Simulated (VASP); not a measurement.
**SiC (F-43m): a series in uniaxial stress along [111]**

How do the elastic response and the band edges of SiC follow uniaxial stress along [111]?

Method: LDA; plane waves and PAW (Si, C), in the first sound run; inputs show where later runs differ, in VASP 6.6.1.

## 1. Starting point

It takes space group F-43m (No. 216, cubic). The conventional cell has a = 4.360 Å, b = 4.360 Å, c = 4.360 Å, α = 90.00°, β = 90.00°, γ = 90.00°. Si has 4 C at 1.89 Å nearest. Nearest to C lie 4 Si at 1.89 Å. Farther neighbours are not listed.

## 2. Relax the crystal, LDA

The series starts from the cell that this level prefers, so that zero strain is near zero stress.

This step took 2 runs in a row; the last is shown.

Level: LDA; plane waves and PAW (Si, C).

INCAR reads:

```
SYSTEM = SiC
PREC = Accurate
ENCUT = 600
EDIFF = 1E-07
NELM = 120
ISMEAR = 0
SIGMA = 0.02
LREAL = .FALSE.
ALGO = Normal
GGA = CA
NBANDS = 10
LASPH = .TRUE.
LORBIT = 11
LWAVE = .FALSE.
LCHARG = .FALSE.
KPAR = 16
IBRION = 2
NSW = 40
ISIF = 3
EDIFFG = -0.005
POTIM = 0.4
```

POSCAR reads:

```
SiC
1.0
    0.0000000000      2.1652404209      2.1652404209
    2.1652404209      0.0000000000      2.1652404209
    2.1652404209      2.1652404209      0.0000000000
Si C
1 1
Direct
    0.0000000000      0.0000000000      0.0000000000
    0.2500000000      0.2500000000      0.2500000000
```

KPOINTS reads:

```
Automatic mesh
0
Gamma
12 12 12
0 0 0
```

Potentials, in the order of the species: Si and C (LDA family, release 64).

Command:

```bash
$ mpirun -np 16 vasp_std
```

The program printed:

```text
[banner, memory and clock lines left out]
running   16 mpi-ranks, on    1 nodes
[...]
|                                                                             |
|           W    W    AA    RRRRR   N    N  II  N    N   GGGG   !!!           |
|           W    W   A  A   R    R  NN   N  II  NN   N  G    G  !!!           |
|           W    W  A    A  R    R  N N  N  II  N N  N  G       !!!           |
|           W WW W  AAAAAA  RRRRR   N  N N  II  N  N N  G  GGG   !            |
|           WW  WW  A    A  R   R   N   NN  II  N   NN  G    G                |
|           W    W  A    A  R    R  N    N  II  N    N   GGGG   !!!           |
|                                                                             |
|     For optimal performance we recommend to set                             |
|       NCORE = 2 up to number-of-cores-per-socket                            |
|     NCORE specifies how many cores store one orbital (NPAR=cpu/NCORE).      |
|     This setting can greatly improve the performance of VASP for DFT.       |
[...]
|     Unfortunately you need to use the default for GW and RPA                |
|     calculations (for HF NCORE is supported but not extensively tested      |
|     yet).                                                                   |
|                                                                             |

 LDA part: xc-table for (Slater(with rela. corr.)+CA(PZ))
 , standard interpolation
 POSCAR, INCAR and KPOINTS ok, starting setup
[...]
entering main loop
       N       E                     dE             d eps       ncg     rms          rms(c)
DAV:   1     0.408551955499E+01    0.40855E+01   -0.44454E+03  1504   0.771E+02
DAV:   2    -0.180102019773E+02   -0.22096E+02   -0.20958E+02  1842   0.117E+02
DAV:   3    -0.187329053029E+02   -0.72270E+00   -0.72107E+00  1674   0.186E+01
DAV:   4    -0.187365577239E+02   -0.36524E-02   -0.36521E-02  1648   0.166E+00
[...]
DAV:  11    -0.166448018268E+02   -0.42573E-06   -0.30540E-06  1718   0.119E-02    0.134E-02
DAV:  12    -0.166448016038E+02    0.22293E-06   -0.68107E-07  1496   0.428E-03    0.594E-04
DAV:  13    -0.166448016031E+02    0.76636E-09   -0.28133E-08   750   0.115E-03
   1 F= -.16644802E+02 E0= -.16644802E+02  d E =-.166448E+02
[...]
reached required accuracy - stopping structural energy minimisation
```

Elapsed: 1.8 s, on 16 MPI ranks of Intel Xeon 6975P-C (Granite Rapids), shared host; peak memory 2.1 GiB.

The logs omit lines about the potential files and the build; timing stands in the text.

From OUTCAR (step 2):

```text
  Total        0.0011091      0.0011091      0.0011091      0.0000000     -0.0000000     -0.0000000
  in kB        0.0875245      0.0875245      0.0875245      0.0000000     -0.0000000     -0.0000000
  external PRESSURE =       0.0875245 kB  Pullay stress =       0.0000000 kB

 POSITION                                       TOTAL-FORCE (eV/Angst)
 -----------------------------------------------------------------------------------
      0.00000      0.00000      0.00000        -0.000000      0.000000     -0.000000
      1.08262      1.08262      1.08262         0.000000     -0.000000      0.000000
 -----------------------------------------------------------------------------------
    total drift:                                0.000000      0.000000      0.000000

  FREE ENERGIE OF THE ION-ELECTRON SYSTEM (eV)
  ---------------------------------------------------
  free  energy   TOTEN  =       -16.6448016031 eV

  energy  without entropy=      -16.6448016031  energy(sigma->0) =      -16.64480160

 reached required accuracy - stopping structural energy minimisation

[... 3 further parts left out ...]
[key lines of the parts left out:]
E-fermi :   8.4189
```

Read from the output:

| Quantity | Value |
| --- | --- |
| energy(sigma→0) of the program | -16.6448 eV |
| stress, compression positive | 0.01 along [111], 0.01 across it (mean), GPa |
| volume | 20.302 Å³ |
| ionic steps | 1 |

## 3. Strain across the axis, LDA

One member in full: the axis is strained by 0.5 %, and the two directions across it are strained alike until their mean stress is under 0.012 GPa or five steps are spent.

This step took 3 runs, each at a new trial strain with the atoms of the one before; the last is shown.

Level: LDA; plane waves and PAW (Si, C); cell typed or built by script.

Edit INCAR of step 2 so:

```diff
@@ -15,7 +15,7 @@
 LCHARG = .FALSE.
-KPAR = 16
-IBRION = 2
-NSW = 40
-ISIF = 3
-EDIFFG = -0.005
-POTIM = 0.4
+KPAR = 4
+IBRION = 1
+NSW = 25
+ISIF = 2
+EDIFFG = -0.004
+POTIM = 0.3
```

POSCAR reads:

```
SiC
1.0
    0.0078802980      2.1721264740      2.1721264740
    2.1721264740      0.0078802980      2.1721264740
    2.1721264740      2.1721264740      0.0078802980
Si C
1 1
Direct
    0.0001679717      0.0001679717      0.0001679717
    0.2498320283      0.2498320283      0.2498320283
```

KPOINTS is that of step 2.

Command:

```bash
$ mpirun -np 4 vasp_std
```

The program printed:

```text
[banner, memory and clock lines left out]
running    4 mpi-ranks, on    1 nodes
[...]
LDA part: xc-table for (Slater(with rela. corr.)+CA(PZ))
 , standard interpolation
 POSCAR, INCAR and KPOINTS ok, starting setup
[...]
entering main loop
       N       E                     dE             d eps       ncg     rms          rms(c)
DAV:   1     0.368546486141E+01    0.36855E+01   -0.43647E+03  3924   0.764E+02
DAV:   2    -0.180475001339E+02   -0.21733E+02   -0.20862E+02  4990   0.118E+02
DAV:   3    -0.187202033105E+02   -0.67270E+00   -0.67140E+00  4492   0.183E+01
DAV:   4    -0.187232520289E+02   -0.30487E-02   -0.30484E-02  4324   0.155E+00
[...]
DAV:  11    -0.166440315467E+02   -0.43391E-06   -0.32137E-06  4550   0.122E-02    0.134E-02
DAV:  12    -0.166440313195E+02    0.22722E-06   -0.68356E-07  3936   0.433E-03    0.678E-04
DAV:  13    -0.166440313180E+02    0.15658E-08   -0.33933E-08  1984   0.124E-03
   1 F= -.16644031E+02 E0= -.16644031E+02  d E =-.166440E+02
 BRION: g(F)=  0.626E-06 g(S)=  0.000E+00
 reached required accuracy - stopping structural energy minimisation
```

The job ended after 7 s (4 MPI ranks; peak memory 0.62 GiB).

OUTCAR, selected parts (step 3):

```text
  Total       -0.1161405     -0.1161405     -0.1161405     -0.1171004     -0.1171004     -0.1171004
  in kB       -9.1280673     -9.1280673     -9.1280673     -9.2035091     -9.2035091     -9.2035091
  external PRESSURE =      -9.1280673 kB  Pullay stress =       0.0000000 kB

 POSITION                                       TOTAL-FORCE (eV/Angst)
 -----------------------------------------------------------------------------------
      0.00073      0.00073      0.00073         0.001898      0.001898      0.001898
      1.08730      1.08730      1.08730        -0.001898     -0.001898     -0.001898
 -----------------------------------------------------------------------------------
    total drift:                                0.000006      0.000006      0.000006

  FREE ENERGIE OF THE ION-ELECTRON SYSTEM (eV)
  ---------------------------------------------------
  free  energy   TOTEN  =       -16.6440313180 eV

  energy  without entropy=      -16.6440313180  energy(sigma->0) =      -16.64403132

[... 1 part as in an earlier step ...]

[... 3 further parts left out ...]
[key lines of the parts left out:]
E-fermi :   8.3722
```

This run gave:

| Item | Value |
| --- | --- |
| energy(sigma→0) of the program | -16.6440 eV |
| stress, compression positive | -2.75 along [111], 0.01 across it (mean), GPa |
| ionic steps | 1 |

## 4. Band edges, HSE06

Short lines in KPOINTS_OPT sample the zone centre along and across the axis, for masses, and the other valleys.

Level: HSE06; plane waves and PAW (Si, C); cell typed or built by script.

INCAR reads:

```
SYSTEM = SiC
PREC = Accurate
ENCUT = 600
EDIFF = 1E-06
NELM = 100
ISMEAR = 0
SIGMA = 0.02
LREAL = .FALSE.
ALGO = Normal
LHFCALC = .TRUE.
AEXX = 0.25
GGA = PE
HFSCREEN = 0.2
LASPH = .TRUE.
NBANDS = 9
PRECFOCK = Fast
LWAVE = .FALSE.
LCHARG = .FALSE.
KPAR = 4
```

POSCAR is that of step 3.

KPOINTS reads:

```
Automatic mesh
0
Gamma
6 6 6
0 0 0
```

KPOINTS_OPT reads:

```
Line mode
6
Line-mode
Reciprocal
  0.00000000   0.00000000   0.00000000
  0.01999547   0.01999547   0.01999547

  0.00000000   0.00000000   0.00000000
 -0.01217816   0.01217816  -0.00000000

  0.31000000   0.31000000   0.00000000
  0.50000000   0.50000000   0.00000000

  0.00000000   0.31000000   0.31000000
  0.00000000   0.50000000   0.50000000

  0.45000000   0.45000000   0.45000000
  0.50000000   0.50000000   0.50000000

  0.45000000   0.00000000   0.00000000
  0.50000000   0.00000000   0.00000000

  0.42500000   0.42500000   0.00000000
  0.42506271   0.44228523   0.01728523

  0.50000000   0.50000000   0.50000000
  0.48782184   0.51217816   0.50000000
```

Command:

```bash
$ mpirun -np 4 vasp_std
```

The program printed:

```text
[banner, memory and clock lines left out]
running    4 mpi-ranks, on    1 nodes
[...]
|                                                                             |
|               ----> ADVICE to this user running VASP <----                  |
|                                                                             |
|     You enforced a specific xc type in the INCAR file but a different       |
|     [... a line on the potential file left out ...]
|     I HOPE YOU KNOW WHAT YOU ARE DOING!                                     |
|                                                                             |

 LDA part: xc-table for (Slater+PW92), standard interpolation
 found WAVECAR, reading the header
 POSCAR, INCAR and KPOINTS ok, starting setup
[...]
reading WAVECAR
 the WAVECAR file was read successfully
 initial charge from wavefunction
 entering main loop
       N       E                     dE             d eps       ncg     rms          rms(c)
DAV:   1    -0.175358601497E+02   -0.17536E+02   -0.81208E-01   576   0.734E+00    0.429E+00
DAV:   2    -0.175378811753E+02   -0.20210E-02   -0.11742E-02   823   0.960E-01    0.279E+00
DAV:   3    -0.175362683160E+02    0.16129E-02   -0.16428E-03   780   0.229E-01    0.162E+00
DAV:   4    -0.175358348285E+02    0.43349E-03   -0.37855E-04   601   0.119E-01    0.900E-01
[...]
DAV:   8    -0.175356088836E+02    0.53547E-05   -0.17562E-06   542   0.120E-02    0.927E-02
DAV:   9    -0.175356073230E+02    0.15606E-05   -0.60567E-07   294   0.702E-03    0.529E-02
DAV:  10    -0.175356069101E+02    0.41292E-06   -0.26113E-07   294   0.492E-03
   1 F= -.17535607E+02 E0= -.17535607E+02  d E =-.269088E-26
 Start KPOINTS_OPT (optional k-point list driver)
k-point batch [1-32\48]
       N       E                     dE             ncg
DAV:   1     0.153805265543E+04   -0.57672E+04      584
DAV:   2     0.615651358629E+03   -0.92240E+03      880
DAV:   3     0.555691583962E+03   -0.59960E+02      644
DAV:   4     0.555361189982E+03   -0.33039E+00      767
DAV:   5     0.555358593513E+03   -0.25965E-02      770
DAV:   6     0.555358582458E+03   -0.11055E-04      804
DAV:   7     0.555358582390E+03   -0.67679E-07      700
k-point batch [33-48\48]
       N       E                     dE             ncg
DAV:   1     0.614854181359E+04   -0.51388E+04      304
DAV:   2     0.578546850899E+04   -0.36307E+03      401
DAV:   3     0.576645451073E+04   -0.19014E+02      328
DAV:   4     0.576631204872E+04   -0.14246E+00      417
DAV:   5     0.576631064369E+04   -0.14050E-02      394
DAV:   6     0.576631063938E+04   -0.43089E-05      378
DAV:   7     0.576631063936E+04   -0.16650E-07      354
```

Elapsed: 68 s, on 4 MPI ranks; peak memory 1.1 GiB; 3.7 min of CPU time.

Parts of OUTCAR (step 4):

```text
  LATTYP: Found a trigonal (rhomboedric) cell.
 ALAT       =     3.0718608265
 COS(alpha) =     0.5036246043

 Subroutine GETGRP returns: Found  6 space group operations
 (whereof  6 operations were pure point group operations)

The static configuration has the point symmetry C_3v.

 Found     32 irreducible k-points:

   k-points           NKPTS =     32   k-points in BZ     NKDIM =    216   number of bands    NBANDS=      9

   dimension x,y,z NGX =    28 NGY =   28 NGZ =   28
   dimension x,y,z NGXF=    56 NGYF=   56 NGZF=   56

   ENCUT  =  600.0 eV  44.10 Ry    6.64 a.u.   6.14  6.14  6.14*2*pi/ulx,y,z

   NELECT =       8.0000    total number of electrons

  exchange ACFDT corr.  =         0.00000000  see jH, gK, PRB 81, 115126

 E-fermi :   7.9559

 k-point     1 :       0.0000    0.0000    0.0000
  band No.  band energies     occupation
      1      -9.2997      2.00000
      2       7.7582      2.00000
      3       7.8117      2.00000
      4       7.8117      2.00000
      5      15.5346      0.00000
      6      16.4489      0.00000
      7      16.5624      0.00000
      8      16.5624      0.00000
      9      23.9065      0.00000

 k-point     2 :       0.1667    0.0000   -0.0000
  band No.  band energies     occupation
      1      -8.7056      2.00000
      2       5.2245      2.00000
      3       7.4091      2.00000
      4       7.4495      2.00000
      5      15.5322      0.00000
      6      17.0272      0.00000
      7      17.1232      0.00000
      8      17.7910      0.00000
      9      22.2391      0.00000

 POSITION                                       TOTAL-FORCE (eV/Angst)
 -----------------------------------------------------------------------------------
      0.00073      0.00073      0.00073        -0.000000     -0.000000     -0.000000
      1.08730      1.08730      1.08730         0.000000      0.000000      0.000000
 -----------------------------------------------------------------------------------
    total drift:                                0.000005      0.000004      0.000005

  FREE ENERGIE OF THE ION-ELECTRON SYSTEM (eV)
  ---------------------------------------------------
  free  energy   TOTEN  =       -17.5356069101 eV

  energy  without entropy=      -17.5356069101  energy(sigma->0) =      -17.53560691

[... 1 part as in an earlier step ...]

[... 7 further parts left out ...]
```

Numbers from this step:

| Item | Value |
| --- | --- |
| energy(sigma→0) of the program | -17.5356 eV |

(Part 1 of 2 ends here.)

[Lines on the potential files, build, host, timing and source positions are cut from VASP's logs without a mark.]

[Logs are printed without paths, hosts, clocks, repeated set-up lines and the standing remarks that a program may print on its own settings, such as how far it seeks lower states.]

[Hosts, paths, dates, database ids (printed as entryN), source tags and the programs' standing remarks are cut or masked in the printed files.]

[In band tables of VASP the shares of atoms and orbitals are scaled to a sum of 1 inside the atoms' spheres.]
